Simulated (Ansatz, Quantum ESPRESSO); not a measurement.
Given: the input of a run of Ansatz 0.2.0 on Re. Atoms were shifted at random by some hundredths of an Å from the given cell, which wasn't relaxed again for these runs. 

The input input.yaml:

```yaml
crystal:
  lattice:
    - [2.7663873939, 0.0, 0.0]
    - [-1.3831936969, 2.3957617598, 0.0]
    - [0.0, 0.0, 8.93884516]
  atoms:
    - { symbol: Re, position: [0.67781, 0.345428, 0.747766] }
    - { symbol: Re, position: [-0.014087, -0.012895, 0.49875] }
    - { symbol: Re, position: [0.333837, 0.643007, 0.248775] }
    - { symbol: Re, position: [0.011877, 0.010442, -0.003456] }
kpoints:
  mp_grid: { grid: [11, 11, 3] }
scf:
  occupations: { method: fermi_dirac, width: 0.05 }
hamiltonian:
  xc: pbesol
  pseudopotentials: { kind: all_electron, lapw: { basis_error: 0.001 } }
output:
  forces: true
  stress: true
  eigenvalues: true
  populations: true
```

Potentials or basis: all-electron LAPW, scalar-relativistic.

Launch:

```console
$ ansatz run input.yaml --threads 2 --pin off --max-ram 8192MiB --backend cpu --events-out ev --progress --plain --runs-dir out
```

Q: Set up the same calculation for Quantum ESPRESSO 7.5. Potentials or basis there: GBRV 1.5 PBEsol, cutoff 612 eV.

A: As run (cutoffs and basis follow the program's own potentials, and thresholds, step limits or extra output files can differ):

The input pw.in:

```
&CONTROL
  calculation = 'scf'
  prefix = 'pwscf'
  outdir = './tmp'
  pseudo_dir = './pseudo'
  tprnfor = .true.
  tstress = .true.
  disk_io = 'nowf'
/
&SYSTEM
  ibrav = 0
  nat = 4
  ntyp = 1
  ecutwfc = 45
  ecutrho = 360
  nbnd = 40
  occupations = 'smearing'
  smearing = 'fd'
  degauss = 0.00367493
/
&ELECTRONS
  conv_thr = 8d-10
  electron_maxstep = 120
  mixing_beta = 0.5
/
ATOMIC_SPECIES
Re   186.2070 re_pbesol_v1.2.uspp.F.UPF
CELL_PARAMETERS angstrom
   2.7663873939    0.0000000000    0.0000000000
  -1.3831936969    2.3957617598    0.0000000000
   0.0000000000    0.0000000000    8.9388451600
ATOMIC_POSITIONS crystal
Re     0.6778100000    0.3454280000    0.7477660000
Re    -0.0140870000   -0.0128950000    0.4987500000
Re     0.3338370000    0.6430070000    0.2487750000
Re     0.0118770000    0.0104420000   -0.0034560000
K_POINTS automatic
11 11 3 0 0 0
```

Potentials or basis: GBRV 1.5 PBEsol.

Run with:

```bash
$ OMP_NUM_THREADS=1 mpirun -n 2 pw.x -nk 2 -in pw.in > pw.out
```

Both were run:

|  | Ansatz | Quantum ESPRESSO |
| --- | --- | --- |
| Pressure | -6.5 GPa | -6.7 GPa |
| Largest force | 0.319 eV/Å | 0.320 eV/Å |

Where Ansatz's input types no cutoff or centring, it takes its own default and a Γ-centred mesh.

Pressure is positive in compression.
